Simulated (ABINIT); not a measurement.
# Beyond one shot: AgBr (Fm-3m), part 3 of 3

Aim: iterate the self-energy on AgBr (Fm-3m) and follow the gap from cycle to cycle.

ABINIT 10.8.3; PBE and many-body steps on it, plane waves. Known limits of the many-body steps: not at the basis limit; d shell near the gap, gap tends to lie low; no spin-orbit coupling; coarse k mesh.

So far. Step 10 (evGW, cycle 1): Against G0W0 in ABINIT (4×4×4 mesh, 136 bands, screening to 163.3 eV, Godby-Needs plasmon pole), the gap moves by +0.442 eV. Step 13 (evGW, cycle 2): Against the cycle before, the gap moves by +0.048 eV.

The database entry behind the starting cell differs from later determinations by our own check (about 0.6 % short of the room-temperature cell), so it need not match the best structure at ambient conditions.

## Step 15: Screening, 4×4×4 mesh, 136 bands, screening to 163.3 eV

This step: RPA screening on PBE from quasiparticle energies, plane waves, norm-conserving pseudopotentials.

Input file run.abi:

```
acell 3*1.0 Angstrom
rprim 
  -0.000000000000 2.870150000000 2.870150000000
  2.870150000000 0.000000000000 2.870150000000
  2.870150000000 2.870150000000 0.000000000000
ntypat 2
znucl 47 35
natom 2
typat 1 2
xred 
  0.000000000000 0.000000000000 0.000000000000
  0.500000000000 0.500000000000 0.500000000000
pp_dirpath "pseudos"
pseudos "Ag.upf, Br.upf"
ecut 37
ngkpt 4 4 4
nshiftk 1
shiftk 0 0 0
kptopt 1
chksymbreak 0
istwfk *1
occopt 1
irdwfk 1
optdriver 3
nband 136
ecuteps 6
inclvkb 2
awtr 1
symchi 1
irdqps 1
gwcalctyp 10
nqptdm 7
qptdm 
  0.2500000000 0.0000000000 0.0000000000
  0.5000000000 0.0000000000 0.0000000000
  0.2500000000 0.2500000000 0.0000000000
  0.5000000000 0.2500000000 0.0000000000
  -0.2500000000 0.2500000000 0.0000000000
  0.5000000000 0.5000000000 0.0000000000
  -0.2500000000 0.5000000000 0.2500000000
indata_prefix "in"
outdata_prefix "out"
tmpdata_prefix "tmp"
```

Input file mrgscr.stdin:

```
2
merged
q0_SCR
out_SCR
1
```

On the command line:

```
$ OMP_NUM_THREADS=1 mpirun -n 4 abinit run.abi > log; mrgscr < mrgscr.stdin
```

The program printed:

```text
.Version 10.8.3 of ABINIT. v10.8.2 released Aug 2026.

 Symmetries : space group Fm -3 m (#225); Bravais cF (face-center cubic)
[... echo of the input left out ...]
== DATASET  1 ==================================================================
-   mpi_nproc: 4, omp_nthreads: 1 (-1 if OMP is not activated)

--- !DatasetInfo
iteration_state: {dtset: 1, }
dimensions: {natom: 2, nkpt: 8, mband: 136, nsppol: 1, nspinor: 1, nspden: 1, mpw: 3479, }
cutoff_energies: {ecut:  37.0, pawecutdg:  -1.0, }
[...]
q-point number  1        q = ( 0.250000, 0.000000, 0.000000) [r.l.u.]
--------------------------------------------------------------------------------
[... chi0 elements left out ...]
  Average fulfillment of the sum rule on Im[epsilon] for q-point    2 :     92.31  [%]

--------------------------------------------------------------------------------
  q-point number  2        q = ( 0.500000, 0.000000, 0.000000) [r.l.u.]
--------------------------------------------------------------------------------
[... chi0 elements left out ...]
  Average fulfillment of the sum rule on Im[epsilon] for q-point    3 :     85.79  [%]

 [... 5 further q-points ...]
```

The job ended after 36 s (4 MPI ranks of Arm Neoverse V1, shared host; peak memory 0.98 GiB).

This step gave:

```
plasma frequency                    : 27.53 eV
plane waves in the screening matrix : 229
```

This screening reads the quasiparticle levels of the cycle before.

## Step 16: evGW, cycle 3

This step: evGW on PBE, plane waves, norm-conserving pseudopotentials.

Changes to run.abi since step 15:

```diff
@@ -23,12 +23,10 @@
 irdwfk 1
-optdriver 3
+optdriver 4
 nband 136
-ecuteps 6
-inclvkb 2
-awtr 1
-symchi 1
-irdqps 1
 gwcalctyp 10
-nqptdm 7
-qptdm 
+ecutsigx 37
+symsigma 1
+nkptgw 8
+kptgw 
+  0.0000000000 0.0000000000 0.0000000000
   0.2500000000 0.0000000000 0.0000000000
@@ -40,2 +38,15 @@
   -0.2500000000 0.5000000000 0.2500000000
+bdgw 
+  6 21
+  6 21
+  6 21
+  6 21
+  6 21
+  6 21
+  6 21
+  6 21
+ecuteps 6
+irdscr 1
+ppmodel 1
+irdqps 1
 indata_prefix "in"
```

On the command line:

```
$ OMP_NUM_THREADS=1 mpirun -n 4 abinit run.abi > log
```

The program printed:

```text
.Version 10.8.3 of ABINIT. v10.8.2 released Aug 2026.

 Symmetries : space group Fm -3 m (#225); Bravais cF (face-center cubic)
[... echo of the input left out ...]
== DATASET  1 ==================================================================
-   mpi_nproc: 4, omp_nthreads: 1 (-1 if OMP is not activated)

--- !DatasetInfo
iteration_state: {dtset: 1, }
dimensions: {natom: 2, nkpt: 8, mband: 136, nsppol: 1, nspinor: 1, nspden: 1, mpw: 3479, }
cutoff_energies: {ecut:  37.0, pawecutdg:  -1.0, }
[...]
.  kptgw no:  3; Maximum DeltaE = (   0.003   0.000) for band index: 16
[...]
.  kptgw no:  7; Maximum DeltaE = (  -0.005   0.000) for band index:  8
.  kptgw no:  8; Maximum DeltaE = (   0.002  -0.005) for band index:  5

== END DATASET(S) ==============================================================
================================================================================

 -outvars: echo values of variables after computation  --------
           etotal      0.0000000000E+00
            nband         136
             nkpt           8
          spgroup         225
 [... the other variables as echoed above ...]

 Calculation completed.
```

The job ended after 4 min (4 MPI ranks; peak memory 1.6 GiB; 16 min of CPU time).

Numbers from this step:

* quasiparticle gap on the mesh: 2.123 eV
* gap of the density functional on the mesh: 0.6721 eV
* k of the valence top: 0.5, 0, 0
* k of the conduction bottom: 0, 0, 0
* least direct quasiparticle gap on the computed points: 4.254 eV

Against the cycle before, the gap moves by +0.007 eV.

## Step 17: Side by side

Times are wall times on 4 MPI ranks of Arm Neoverse V1, shared host, good to a factor of about two. A run's time includes the screening step that it read.

```tsv
run	mesh	bands	screening cutoff (eV)	DFT gap (eV)	gap on the mesh (eV)	direct (eV)	ε∞ used	time
G0W0	4×4×4	136	163.3	0.672	1.626	3.763	6.82	56 s
evGW0, cycle 1	4×4×4	136	163.3	0.672	1.857	4.047	6.82	4.7 min
evGW0, cycle 2	4×4×4	136	163.3	0.672	1.791	3.924	6.82	4.7 min
evGW0, cycle 3	4×4×4	136	163.3	0.672	1.792	3.935	6.82	4.7 min
evGW, cycle 1	4×4×4	136	163.3	0.672	2.068	4.205	5.63	4.8 min
evGW, cycle 2	4×4×4	136	163.3	0.672	2.116	4.247	5.42	4.8 min
evGW, cycle 3	4×4×4	136	163.3	0.672	2.123	4.254	5.39	4.7 min
```

## Step 18: What came out

- G0W0: 1.626 eV
- evGW0, cycle 1: 1.857 eV
- evGW0, cycle 2: 1.791 eV
- evGW0, cycle 3: 1.792 eV
- evGW, cycle 1: 2.068 eV
- evGW, cycle 2: 2.116 eV
- evGW, cycle 3: 2.123 eV
- known limits: not at the basis limit; d shell near the gap, gap tends to lie low; no spin-orbit coupling; coarse k mesh

Only the bands that the input lists are updated; the others, empty or deep, keep the functional's energies or take a rigid shift. The evGW loop starts from the last levels of evGW0, so its cycles and time come on top of those. evGW0 ends at 1.79 eV, +0.17 eV from G0W0, after 3 cycles that took 12 min beside the first screening; the last moved the gap by 0.001 eV. evGW ends at 2.12 eV, +0.50 eV from G0W0, after 3 cycles that took 14 min beside the first screening; the last moved the gap by 0.007 eV. The first cycle of evGW0 takes the full correction, without the factor Z, so it overshoots the one-shot value. Bands and cutoff are finite, so the gap is not at the basis limit. The miss can reach some tenths of an eV and take either sign; the mesh is an error of its own. The 4×4×4 mesh is coarse for this cell, which bears on the long-range parts of exchange and screening. In the updated screening the q = 0 part is built from Kohn-Sham bands under a rigid shift, the other q from the quasiparticle levels. A d shell, filled or nearly so, lies near the gap. One-shot GW converges very slowly in bands there, not always from below, and on a semilocal start the gap tends to come out low; starts rich in exact exchange can overshoot instead. The many-body steps are scalar-relativistic: spin-orbit coupling is not in them.

[Paths, hosts, dates, memory and timing lines, banners, echoed tables and standing remarks are left out of the program output.]

[Logs are printed without paths, hosts, clocks, repeated set-up lines and the standing remarks that a program may print on its own settings, such as how far it seeks lower states.]

[Runs of the session that timed out or met a known fault of the program may be left out.]

[Hosts, paths, dates, database ids (printed as entryN), source tags and the programs' standing remarks are cut or masked in the printed files.]

[G0W0 gaps are taken among the corrected bands and points alone; a level outside them can change the order at an edge.]

[Where Ansatz stands beside ABINIT at settings called matched, ABINIT's density can come from a denser mesh and the files from another edition; pairs whose starting gaps differed by over 0.03 eV were left out, so agreement reads better than it is.]
